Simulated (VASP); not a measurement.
# SnO (Romarchite) (P4/nmm) in VASP: a series of runs

The runs below take SnO (Romarchite) through relaxation of cell and atoms, with PBEsol, rev-vdW-DF2.

Program: VASP 6.6.1. These are calculated values, not measurements. Logs are shortened: lines on timing, memory, paths and dates and some standing lists are left out, and cuts for length are marked.

## Step 1: The structure

The structure is tetragonal, space group P4/nmm (No. 129). The conventional cell has a = 3.804 Å, b = 3.804 Å, c = 4.728 Å, α = 90.00°, β = 90.00°, γ = 90.00°. Sn (site symmetry 4mm) has 4 O at 2.23 Å as nearest neighbours. O (site symmetry -4m2) has 4 Sn at 2.23 Å as nearest neighbours.

## Step 2: Relaxation of cell and atoms, PBEsol

INCAR reads:

```
PREC     = Accurate       # precision mode
ENCUT    = 600            # plane-wave cutoff, eV
EDIFF    = 1E-7           # SCF threshold, eV
ISMEAR   = 0              # smearing method
SIGMA    = 0.03           # smearing width, eV
LREAL    = F              # projectors in reciprocal space
LASPH    = T              # aspherical terms in the spheres
NELM     = 80             # most SCF steps
ALGO     = Normal         # electronic algorithm
ISIF     = 3              # what is computed and relaxed
LWAVE    = F              # write WAVECAR
LCHARG   = F              # write CHGCAR
GGA      = PS             # functional
IBRION   = 2              # ionic algorithm
NSW      = 90             # ionic steps
EDIFFG   = -0.005         # ionic threshold
```

KPOINTS reads:

```
Automatic mesh
0
Gamma
  8 8 6
```

POSCAR reads:

```
SnO                                     
1.0
    3.8039449241      0.0000000000      0.0000000000
    0.0000000000      3.8039449241      0.0000000000
    0.0000000000     -0.0000000000      4.7278045324
  Sn              O             
     2     2
Direct
     0.5000000000000000    0.0000000000000000    0.2446793952790566
     0.0000000000000000    0.5000000000000000    0.7553206047209433
     0.0000000000000000    0.0000000000000000    0.0000000000000000
     0.5000000000000000    0.5000000000000000    0.0000000000000000
```

Potentials or basis: VASP PAW PBE potentials, release 64 (Sn_d, O).

Run with:

```bash
$ cat potpaw_PBE.64/Sn_d/POTCAR potpaw_PBE.64/O/POTCAR > POTCAR
$ mpirun -np 1 vasp_std > vasp.out
```

OUTCAR:

```text
PREC = Accurate
   ENCUT = 600
   EDIFF = 1E-7
   ISMEAR = 0
   LREAL = F
   LASPH = T
   NELM = 80
   ISIF = 3
   GGA = PS
   IBRION = 2
   NSW = 90
   EDIFFG = -0.005

 ion  position               nearest neighbor table
   1  0.500  0.000  0.245-   3 2.23   4 2.23   4 2.23   3 2.23   2 3.55   2 3.55   2 3.55   2 3.55
                             2 3.61   2 3.61   2 3.61   2 3.61
   2  0.000  0.500  0.755-   3 2.23   4 2.23   3 2.23   4 2.23   1 3.55   1 3.55   1 3.55   1 3.55
                             1 3.61   1 3.61   1 3.61   1 3.61
   3  0.000  0.000  0.000-   1 2.23   2 2.23   2 2.23   1 2.23
   4  0.500  0.500  0.000-   1 2.23   2 2.23   1 2.23   2 2.23

  LATTYP: Found a simple tetragonal cell.
 ALAT       =     3.8039449241
 C/A-ratio  =     1.2428688182

  Lattice vectors:

 A1 = (   3.8039449241,   0.0000000000,   0.0000000000)
 A2 = (   0.0000000000,   3.8039449241,   0.0000000000)
 A3 = (   0.0000000000,   0.0000000000,   4.7278045324)

Analysis of symmetry for initial positions (statically):
=====================================================================
 Subroutine PRICEL returns:
 Original cell was already a primitive cell.

 Routine SETGRP: Setting up the symmetry group for a
 simple tetragonal supercell.

 Subroutine GETGRP returns: Found 16 space group operations
 (whereof  8 operations were pure point group operations)
 out of a pool of 16 trial point group operations.

The static configuration has the point symmetry D_2d.
 The point group associated with its full space group is D_4h.

Analysis of symmetry for dynamics (positions and initial velocities):
=====================================================================
 Subroutine PRICEL returns:
 Original cell was already a primitive cell.

 Routine SETGRP: Setting up the symmetry group for a
 simple tetragonal supercell.

 Subroutine GETGRP returns: Found 16 space group operations
 (whereof  8 operations were pure point group operations)
 out of a pool of 16 trial point group operations.

The dynamic configuration has the point symmetry D_2d.
 The point group associated with its full space group is D_4h.

 Subroutine INISYM returns: Found 16 space group operations
 (whereof  8 operations are pure point group operations),
 and found     1 'primitive' translations

----------------------------------------------------------------------------------------

                                     Primitive cell
[... 97 lines left out ...]
   EDIFFG = -.5E-02   stopping-criterion for IOM
   NSW    =     90    number of steps for IOM
   IBRION =      2    ionic relax: 0-MD 1-quasi-New 2-CG
   NFREE  =      1    steps in history (QN), initial steepest desc. (CG)
   ISIF   =      3    stress and relaxation
   ISYM   =      2    0-nonsym 1-usesym 2-fastsym
   POTIM  = 0.5000    time-step for ionic-motion
   TEBEG  =    0.0;   TEEND  =   0.0 temperature during run
   PSTRESS=    0.0 pullay stress
   NELECT =      40.0000    total number of electrons
   NUPDOWN=      -1.0000    fix difference up-down
   EMIN   =  10.00;   EMAX   =-10.00  energy-range for DOS
   EFERMI =   0.00;   METHOD = LEGACY
   ISMEAR =     0;   SIGMA  =   0.03  broadening in eV -4-tet -1-fermi 0-gaus
   EFERMI_NEDOS =   21; number of points for ismear=-14 and -15
   IALGO  =     38    algorithm
   IMIX   =      4    mixing-type and parameters
     AMIX     =   0.40;   BMIX     =  1.00
     AMIX_MAG =   1.60;   BMIX_MAG =  1.00
  volume/ion in A,a.u.               =      17.10       115.42
  Fermi-wavevector in a.u.,A,eV,Ry     =   1.368943  2.586928 25.497402  1.874006
  Thomas-Fermi vector in A             =   2.494863
   LORBIT       =      0    0 simple, 1 ext, 2 COOP (PROOUT), +10 PAW based schemes
   GGA     = PS    functional components
   LHFCALC =     F    Hartree Fock is set to
   AEXX    =    0.0000 exact exchange contribution
   IVDW    =     0    specifies the selected vdW correction
   LEPSILON=     F    determine dielectric tensor
   LRPA    =     F    only Hartree local field effects (RPA)
 conjugate gradient relaxation of ions
 non-spin polarized calculation
 Gauss-broadening in eV      SIGMA  =   0.03
  energy-cutoff  :      600.00
  volume of cell :       68.41
 maximum number of plane-waves:      2300
   NGX = 15   NGY = 15   NGZ = 19

 number of electron      40.0000023 magnetization

 Free energy of the ion-electron system (eV)
  ---------------------------------------------------
  ext. energy  EPLUGINS =         0.00000000
  ---------------------------------------------------
  free energy    TOTEN  =       -24.21987899 eV

  energy without entropy =      -24.21963981  energy(sigma->0) =      -24.21975940

 E-fermi :   7.2788     XC(G=0): -10.6313

 val. band max:        7.2756498732   @ k =   0.0000   0.0000   0.0000
 cond. band min:       7.5742637144   @ k =   0.5000   0.5000   0.1667
 fundamental gap:      0.2986138411
 Fermi energy:         7.2788081059

 k-point     1 :       0.0000    0.0000    0.0000
  band No.  band energies     occupation
      1     -14.6496      2.00000
      2     -14.2141      2.00000
      3     -14.2141      2.00000
      4     -14.2022      2.00000
      5     -14.1623      2.00000
      6     -14.1600      2.00000
[... 637 lines left out ...]
     23      12.2498      0.00000
     24      12.2498      0.00000

 [... further k-points ...]

------------------------ aborting loop because EDIFF is reached ----------------------------------------

  FORCE on cell =-STRESS in cart. coord.  units (eV):
  Direction    XX          YY          ZZ          XY          YZ          ZX
  --------------------------------------------------------------------------------------
  -------------------------------------------------------------------------------------
  Total       -0.0010747     -0.0010747     -0.0044044      0.0000000      0.0000000      0.0000000
  in kB       -0.0251686     -0.0251686     -0.1031510      0.0000000      0.0000000      0.0000000
  external PRESSURE =      -0.0511627 kB  Pullay stress =       0.0000000 kB

 VOLUME and BASIS-vectors are now :
 -----------------------------------------------------------------------------
  energy-cutoff  :      600.00
  volume of cell :       68.41
      direct lattice vectors                 reciprocal lattice vectors
     3.803944924  0.000000000  0.000000000     0.262884984  0.000000000  0.000000000
     0.000000000  3.803944924  0.000000000     0.000000000  0.262884984  0.000000000
     0.000000000  0.000000000  4.727804532     0.000000000  0.000000000  0.211514667

 POSITION                                       TOTAL-FORCE (eV/Angst)
 -----------------------------------------------------------------------------------
      1.90197      0.00000      1.15680         0.000000     -0.000000      0.000075
      0.00000      1.90197      3.57101        -0.000000     -0.000000     -0.000075
      0.00000      0.00000      0.00000        -0.000000      0.000000      0.000000
      1.90197      1.90197      0.00000        -0.000000     -0.000000      0.000000
 -----------------------------------------------------------------------------------
    total drift:                                0.000000      0.000000      0.000000

  FREE ENERGIE OF THE ION-ELECTRON SYSTEM (eV)
  ---------------------------------------------------
  free  energy   TOTEN  =       -24.2198789882 eV

  energy  without entropy=      -24.2196398075  energy(sigma->0) =      -24.21975940

 reached required accuracy - stopping structural energy minimisation
```

OSZICAR:

```text
N       E                     dE             d eps       ncg     rms          rms(c)
DAV:   1     0.418737501431E+03    0.41874E+03   -0.22251E+04  2920   0.280E+03
DAV:   2     0.334617374811E+02   -0.38528E+03   -0.37874E+03  3072   0.622E+02
DAV:   3    -0.250704994987E+02   -0.58532E+02   -0.57753E+02  3520   0.201E+02
DAV:   4    -0.273736908728E+02   -0.23032E+01   -0.23011E+01  3240   0.441E+01
DAV:   5    -0.274360088596E+02   -0.62318E-01   -0.62313E-01  3696   0.748E+00    0.108E+01
DAV:   6    -0.242802515184E+02    0.31558E+01   -0.21191E+01  4872   0.503E+01    0.462E+00
DAV:   7    -0.242529330134E+02    0.27319E-01   -0.19806E+00  3288   0.929E+00    0.248E+00
DAV:   8    -0.242424505153E+02    0.10482E-01   -0.54667E-01  4184   0.523E+00    0.102E+00
DAV:   9    -0.242187950564E+02    0.23655E-01   -0.15754E-01  4448   0.400E+00    0.232E-01
DAV:  10    -0.242205787767E+02   -0.17837E-02   -0.15864E-02  4120   0.122E+00    0.176E-01
DAV:  11    -0.242198355802E+02    0.74320E-03   -0.42850E-03  4528   0.655E-01    0.246E-02
DAV:  12    -0.242198859900E+02   -0.50410E-04   -0.49497E-04  3000   0.140E-01    0.327E-02
DAV:  13    -0.242198787110E+02    0.72790E-05   -0.39116E-05  4424   0.570E-02    0.371E-03
DAV:  14    -0.242198787723E+02   -0.61334E-07   -0.17604E-06  3200   0.107E-02    0.288E-03
DAV:  15    -0.242198789781E+02   -0.20585E-06   -0.70492E-07  3096   0.654E-03    0.957E-04
DAV:  16    -0.242198789882E+02   -0.10070E-07   -0.11524E-07  1832   0.315E-03
   1 F= -.24219879E+02 E0= -.24219759E+02  d E =-.242199E+02
```

CONTCAR:

```text
SnO
   1.00000000000000
     3.8039449241000001    0.0000000000000000    0.0000000000000000
     0.0000000000000000    3.8039449241000001    0.0000000000000000
     0.0000000000000000    0.0000000000000000    4.7278045324000004
  Sn              O
     2     2
Direct
     0.5000000000000000    0.0000000000000000    0.2446793952790571
     0.0000000000000000    0.5000000000000000    0.7553206047209429
     0.0000000000000000    0.0000000000000000    0.0000000000000000
     0.5000000000000000    0.5000000000000000    0.0000000000000000

  0.00000000E+00  0.00000000E+00  0.00000000E+00
  0.00000000E+00  0.00000000E+00  0.00000000E+00
  0.00000000E+00  0.00000000E+00  0.00000000E+00
  0.00000000E+00  0.00000000E+00  0.00000000E+00
```

Run time: 87 s. Hardware: 1 thread of Intel Xeon Platinum 8488C (Sapphire Rapids), shared host; peak memory 0.24 GiB.

Results:

```yaml
Free_energy: -24.2199 eV
Pressure_after_relaxing: 0.0 GPa
Band_gap_on_the_k_mesh: none (metal or under the smearing width)
```

Final structure:
```
CELL_PARAMETERS angstrom
3.80394 0.00000 0.00000
0.00000 3.80394 0.00000
0.00000 0.00000 4.72780
ATOMIC_POSITIONS crystal
Sn 0.50000 0.00000 0.24468
Sn 0.00000 0.50000 0.75532
O 0.00000 0.00000 0.00000
O 0.50000 0.50000 0.00000
```

Levels at points of the mesh, in eV from the Fermi level:
```tsv
k point	band 18	band 19	band 20	band 21	band 22	band 23
(0.00, 0.00, 0.00)	-3.17	-3.17	0.00	2.16	4.50	4.50
(0.50, 0.00, 0.00)	-4.88	-2.81	-2.81	3.28	3.28	5.81
(0.50, 0.50, 0.00)	-2.50	-1.90	-1.90	-0.15	-0.15	4.40
(0.00, 0.00, 0.50)	-3.19	-2.96	-2.21	1.61	2.72	2.72
(0.50, 0.00, 0.50)	-4.83	-1.75	-1.75	2.67	2.67	5.26
(0.50, 0.50, 0.50)	-2.83	-2.50	-2.50	2.25	2.25	4.20
```

Caveat: the relaxation stopped at its first step, so nothing moved; the PAW data sets were made with another functional, which shifts forces and pressure a little.

## Step 3: Relaxation of cell and atoms, rev-vdW-DF2

This run uses another cell than the first one, of 17.46 Å³/atom, 1.021 times its volume.

INCAR reads:

```
SYSTEM = SnO
PREC = Accurate ; ENCUT = 600
EDIFF = 1E-6 ; ISMEAR = 0
SIGMA = 0.03 ; LREAL = .FALSE.
LASPH = .TRUE. ; NELM = 80
ALGO = Normal ; ISIF = 3
LWAVE = .FALSE. ; LCHARG = .FALSE.
GGA = MK ; LUSE_VDW = .TRUE.
AGGAC = 0.0 ; PARAM1 = 0.1234
PARAM2 = 0.711357 ; ZAB_VDW = -1.8867
IBRION = 2 ; NSW = 90
EDIFFG = -0.01 ; KPAR = 2
```

KPOINTS reads:

```
regular mesh
0
G
  8 8 6
  0 0 0
```

POSCAR reads:

```
SnO
1.0
    3.7986000000      0.0000000000      0.0000000000
    0.0000000000      3.7986000000      0.0000000000
    0.0000000000      0.0000000000      4.8408000000
Sn O
2 2
Direct
    0.5000000000      0.0000000000      0.2369000000
    0.0000000000      0.5000000000      0.7631000000
    0.0000000000      0.0000000000      0.0000000000
    0.5000000000      0.5000000000      0.0000000000
```

Potentials or basis: VASP PAW PBE potentials, release 64 (Sn_d, O).

Run with:

```bash
$ cat potpaw_PBE.64/Sn_d/POTCAR potpaw_PBE.64/O/POTCAR > POTCAR
$ mpirun -np 2 vasp_std > vasp.out
```

Run time: 3.8 min. Hardware: 2 MPI ranks of Intel Xeon 6975P-C (Granite Rapids), shared host; peak memory 0.47 GiB.

It converged, with:

- Free energy: -14.5414 eV
- Relaxed volume: 17.96 Å³/atom
- Relaxed cell: a = 3.845 Å, b = 3.845 Å, c = 4.859 Å, α = 90.00°, β = 90.00°, γ = 90.00°
- Space group after relaxing (to 0.05 Å): P4/nmm (No. 129)
- Energy gained by relaxing: 6.5 meV/atom
- Ionic steps: 8
- Pressure after relaxing: -0.1 GPa
- Band gap on the k mesh: 0.24 eV, indirect (least direct gap 2.06 eV)

Forces on the atoms (eV/Å):
```
Sn   0.000  0.000  0.003
Sn   0.000  0.000 -0.003
O    0.000  0.000  0.000
O    0.000  0.000  0.000
```

Step by step:
| step | energy change (eV) | largest force (eV/Å) | pressure (GPa) | volume (Å³) |
| --- | --- | --- | --- | --- |
| 1 | 0.0000 | 0.5231 | 3.32 | 69.85 |
| 2 | 0.0001 | 0.5917 | -2.86 | 73.57 |
| 3 | -0.0252 | 0.0562 | 0.03 | 71.66 |
| 4 | -0.0252 | 0.0449 | 0.11 | 71.63 |
| 5 | -0.0258 | 0.0087 | 0.07 | 71.73 |
| 6 | -0.0260 | 0.0187 | 0.02 | 71.81 |
| 7 | -0.0260 | 0.0020 | -0.06 | 71.84 |
| 8 | -0.0260 | 0.0025 | -0.06 | 71.84 |

Final structure:
```xyz
4
Lattice="3.8453 0.0000 0.0000 0.0000 3.8453 0.0000 0.0000 0.0000 4.8585" Properties=species:S:1:pos:R:3 pbc="T T T"
Sn    1.9226    0.0000    1.1604
Sn    0.0000    1.9226    3.6981
O     0.0000    0.0000    0.0000
O     1.9226    1.9226    0.0000
```

Levels at points of the mesh, in eV from the valence-band top:
| k point | band 18 | band 19 | band 20 | band 21 | band 22 | band 23 |
| --- | --- | --- | --- | --- | --- | --- |
| (0.00, 0.00, 0.00) | -2.93 | -2.93 | 0.00 | 2.12 | 4.45 | 4.67 |
| (0.50, 0.00, 0.00) | -4.55 | -2.52 | -2.52 | 3.22 | 3.22 | 5.85 |
| (0.50, 0.50, 0.00) | -2.28 | -1.82 | -1.82 | 0.24 | 0.24 | 4.58 |
| (0.00, 0.00, 0.50) | -2.95 | -2.95 | -1.99 | 1.72 | 3.00 | 3.00 |
| (0.50, 0.00, 0.50) | -4.51 | -1.60 | -1.60 | 2.65 | 2.65 | 5.38 |
| (0.50, 0.50, 0.50) | -2.60 | -2.28 | -2.28 | 2.49 | 2.49 | 4.09 |

Caveat: the PAW data sets were made with another functional, which shifts forces and pressure a little; spin-orbit coupling is left out, which moves the levels of the heavy elements.

## Step 4: Relaxation of cell and atoms, rev-vdW-DF2

This run uses another cell than the first one, of 17.96 Å³/atom, 1.050 times its volume.

INCAR: that of step 3 with these lines changed.

```diff
@@ -2,3 +2,3 @@
 PREC = Accurate ; ENCUT = 600
-EDIFF = 1E-6 ; ISMEAR = 0
+EDIFF = 1E-7 ; ISMEAR = 0
 SIGMA = 0.03 ; LREAL = .FALSE.
@@ -11,2 +11,2 @@
 IBRION = 2 ; NSW = 90
-EDIFFG = -0.01 ; KPAR = 2
+EDIFFG = -0.005 ; KPAR = 2
```

KPOINTS is that of step 3.

POSCAR reads:

```
SnO                                     
1.0
    3.8452847064      0.0000000000      0.0000000000
    0.0000000000      3.8452847064      0.0000000000
    0.0000000000      0.0000000000      4.8585033571
  Sn              O             
     2     2
Direct
     0.5000000000000000    0.0000000000000000    0.2388419237812378
     0.0000000000000000    0.5000000000000000    0.7611580762187622
     0.0000000000000000    0.0000000000000000    0.0000000000000000
     0.5000000000000000    0.5000000000000000    0.0000000000000000
```

Run with:

```bash
$ cat potpaw_PBE.64/Sn_d/POTCAR potpaw_PBE.64/O/POTCAR > POTCAR
$ mpirun -np 2 vasp_std > vasp.out
```

Wall time 2.9 min (2 MPI ranks of Intel Xeon 6975P-C (Granite Rapids), shared host); peak memory 0.5 GiB.

The run converged. Its results:

| Item | Value |
| --- | --- |
| Free energy | -14.5438 eV |
| Relaxed volume | 17.91 Å³/atom |
| Relaxed cell | a = 3.844 Å, b = 3.844 Å, c = 4.848 Å, α = 90.00°, β = 90.00°, γ = 90.00° |
| Space group after relaxing (to 0.05 Å) | P4/nmm (No. 129) |
| Energy gained by relaxing | 0.0 meV/atom |
| Ionic steps | 5 |
| Pressure after relaxing | 0.0 GPa |
| Band gap on the k mesh | 0.22 eV, indirect (least direct gap 2.04 eV) |

Forces on the atoms (eV/Å):
```
Sn   0.000  0.000 -0.002
Sn   0.000  0.000  0.002
O    0.000  0.000  0.000
O    0.000  0.000  0.000
```

Final structure:
```cif
data_structure
_symmetry_space_group_name_H-M 'P 1'
_symmetry_Int_Tables_number 1
_cell_length_a 3.8443
_cell_length_b 3.8443
_cell_length_c 4.8478
_cell_angle_alpha 90.000
_cell_angle_beta 90.000
_cell_angle_gamma 90.000
_cell_volume 71.64
loop_
_atom_site_label
_atom_site_type_symbol
_atom_site_fract_x
_atom_site_fract_y
_atom_site_fract_z
_atom_site_occupancy
Sn1 Sn 0.50000 0.00000 0.23937 1
Sn2 Sn 0.00000 0.50000 0.76063 1
O1 O 0.00000 0.00000 0.00000 1
O2 O 0.50000 0.50000 0.00000 1
```

Levels at points of the mesh, in eV from the valence-band top:
| k point | band 18 | band 19 | band 20 | band 21 | band 22 | band 23 |
| --- | --- | --- | --- | --- | --- | --- |
| (0.00, 0.00, 0.00) | -2.93 | -2.93 | 0.00 | 2.13 | 4.47 | 4.66 |
| (0.50, 0.00, 0.00) | -4.55 | -2.53 | -2.53 | 3.23 | 3.23 | 5.84 |
| (0.50, 0.50, 0.00) | -2.29 | -1.82 | -1.82 | 0.22 | 0.22 | 4.58 |
| (0.00, 0.00, 0.50) | -2.95 | -2.95 | -2.00 | 1.72 | 2.98 | 2.98 |
| (0.50, 0.00, 0.50) | -4.51 | -1.60 | -1.60 | 2.66 | 2.66 | 5.37 |
| (0.50, 0.50, 0.50) | -2.61 | -2.29 | -2.29 | 2.48 | 2.48 | 4.11 |

Caveat: the PAW data sets were made with another functional, which shifts forces and pressure a little; spin-orbit coupling is left out, which moves the levels of the heavy elements. A k mesh can miss the band edges.
